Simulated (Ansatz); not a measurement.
The system is MgSi.

```
Si Mg
1.0
     2.90839    0.00000    0.00000
     0.00000    2.90839    0.00000
     0.00000    0.00000    4.10343
Si Mg
1 1
Direct
  0.50000 0.50000 0.50000
  0.00000 0.00000 0.00000
```

The cell comes from a database or a generator and needn't be the stable form of this composition.

```yaml
Program: Ansatz 0.2.0
Task: relaxation of cell and atoms
Functional: BLYP
Dispersion: D4
Potentials_or_basis: all-electron LAPW, scalar-relativistic
Basis_error_allowed: 0.001 eV/atom
k_mesh: 9 × 9 × 7
Occupations: fermi-dirac, width 0.05 eV
Spin: no spin polarisation
```

At the start: volume 17.35 Å³/atom.

Task: Where does the relaxation end?

Result: Over 6 steps the energy falls by 27.5 meV/atom; space group P4/mmm (No. 123, to 0.05 Å).

Step by step:
```
step  energy change (eV)  largest force (eV/Å)  volume (Å³)
   1              0.0000                0.0000        34.71
   2             -0.0507                0.0000        34.23
   3             -0.0535                0.0000        34.64
   4             -0.0550                0.0000        34.73
   5             -0.0550                0.0000        34.70
   6             -0.0550                0.0000        34.70
```

Final structure:
```cif
data_structure
_symmetry_space_group_name_H-M 'P 1'
_symmetry_Int_Tables_number 1
_cell_length_a 2.9933
_cell_length_b 2.9933
_cell_length_c 3.8732
_cell_angle_alpha 90.000
_cell_angle_beta 90.000
_cell_angle_gamma 90.000
_cell_volume 34.70
loop_
_atom_site_label
_atom_site_type_symbol
_atom_site_fract_x
_atom_site_fract_y
_atom_site_fract_z
_atom_site_occupancy
Si1 Si 0.50000 0.50000 0.50000 1
Mg1 Mg 0.00000 0.00000 0.00000 1
```
